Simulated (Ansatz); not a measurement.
**Vanadium, beta-Sn type under PBE: structure, energy and stiffness**

The plan for vanadium in the beta-Sn type structure: relax it, solve it on a dense k-mesh, then scale the cell to 7 volumes from 88 to 112 % of the relaxed one and try a fit of the equation of state. The start is ferromagnetic. The k-meshes are 14×14×9 for the relaxation; 24×24×12 for the dense run; 16×16×8 for the volumes.

Program: Ansatz 0.2.0. Level of theory: DFT PBE, plane waves (420 eV) with PAW, scalar-relativistic. These are calculated values, not measurements.

## 1. Starting point

Symmetry: I4_1/amd, No. 141, tetragonal system. The conventional cell has a = 4.738 Å, b = 4.738 Å, c = 2.587 Å, α = 90.00°, β = 90.00°, γ = 90.00°. V (site symmetry -4m2) is surrounded by 6 V at 2.46 to 2.59 Å.

Structure file:

```
V
1.0
    -2.36898    2.36898    1.29346
     2.36898   -2.36898    1.29346
     2.36898    2.36898   -1.29346
V
2
Direct
  0.00000 0.00000 0.00000
  0.75000 0.25000 0.50000
```

Starting moments (μB): +1 ×2.

## 2. Geometry optimisation

Input file input.yaml:

```yaml
crystal:
  lattice:
    - [-2.3689760777, 2.3689760777, 1.2934609384]
    - [2.3689760777, -2.3689760777, 1.2934609384]
    - [2.3689760777, 2.3689760777, -1.2934609384]
  atoms:
    - { symbol: V, position: [0.0, 0.0, 0.0], spin: 1.0 }
    - { symbol: V, position: [0.75, 0.25, 0.5], spin: 1.0 }
hamiltonian:
  xc: pbe
  pseudopotentials:
    kind: paw
    azcp:
      V: "pseudopotentials/V.paw.azcp"
basis:
  ecutwfc: 420
  fft_grid_basis: typed
kpoints:
  mp_grid: { grid: [14, 14, 9], shift: [0, 0, 0] }
magnetization:
  spin_polarized: true
scf:
  occupations: { method: fermi_dirac, width: 0.05 }
relax:
  max_steps: 60
  f_tol: 0.01
  cell: {}
```

The run is started by

```console
$ ansatz run input.yaml --threads 2 --pin off --max-ram 6144MiB --backend cpu --events-out ev --progress --plain --runs-dir out
```

After this run come: The energy on a finer k-mesh; The cell scaled to 88 % of its volume; The cell scaled to 92 % of its volume; The cell scaled to 96 % of its volume; The cell scaled to 100 % of its volume; The cell scaled to 104 % of its volume; The cell scaled to 108 % of its volume; The cell scaled to 112 % of its volume.

**Question.** What will these runs give? Wanted: space group; conventional cell; volume; shortest distance; gap on the mesh; magnetic state; relative to bcc; V₀, B₀, B₀′.

The runs gave:

| quantity | value |
| --- | --- |
| space group (spins left aside) | Fddd (No. 70) |
| conventional cell | a = 2.449 Å, b = 4.984 Å, c = 8.935 Å |
| volume | 13.632 Å³/atom |
| shortest distance | 2.449 Å |
| gap on the mesh | none (levels filled in part) |
| magnetic state | non-magnetic |
| relative to bcc | +105 meV/atom |
| V₀, B₀, B₀′ | 13.615 Å³/atom, 178 GPa, 3.9 |

What this shows: The relaxation shrank the cell by 6.1 % in volume. What began as beta-Sn type has relaxed into Fddd. What follows belongs to that structure, not to the type named at the start. The mesh has less symmetry than the lattice, which may have let the distortion in. Against the reference form of vanadium (bcc, computed apart with the same settings) it stands 105 meV/atom higher. The starting moments do not survive. No gap shows: it is a metal or semimetal at this level. B₀ comes out at 178 GPa; letting shape and positions relax at each volume could only lower it.
